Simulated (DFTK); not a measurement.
# ZrC under changes of volume

One of the cells (13.228 Å³/atom); the others are scaled copies at fixed shape and fractional positions:

```xyz
2
Lattice="0.0000 2.3650 2.3650 2.3650 0.0000 2.3650 2.3650 2.3650 0.0000" Properties=species:S:1:pos:R:3 pbc="T T T"
Zr    2.3650    2.3650    2.3650
C     0.0000    0.0000    0.0000
```

- Program: DFTK 0.8.2
- Functional: PBE
- Potentials or basis: SG15 1.2 (PBE)
- Cutoff: 1225 eV
- k mesh: 7 × 7 × 7
- Occupations: fermi-dirac, width 0.05 eV
- Spin: no spin polarisation

| volume (Å³/atom) | energy over the lowest point (meV/atom) | pressure (GPa) |
| --- | --- | --- |
| 12.434 | 21.21 | 11.8 |
| 12.699 | 6.35 | 6.4 |
| 12.963 | 0.00 | 1.5 |
| 13.228 | 1.30 | -3.0 |
| 13.493 | 9.55 | -6.9 |
| 13.757 | ? | ? |
| 14.022 | 44.16 | -13.8 |

Problem. What does the run at 13.757 Å³/atom give?

Solution. Energy over the lowest point 24.04 meV/atom; pressure -10.5 GPa.

Worked out: A Birch-Murnaghan fit of order 3 (a polynomial in V^(-2/3)) to the other rows has its minimum at 13.05 Å³/atom with B0 = V·E''(V) = 221 GPa and B' = 4.0. It gives 24.00 meV/atom at 13.757 Å³/atom, against the run's 24.04, and -dE/dV = -10.5 GPa, against -10.5.

Energies are extrapolated to zero smearing.
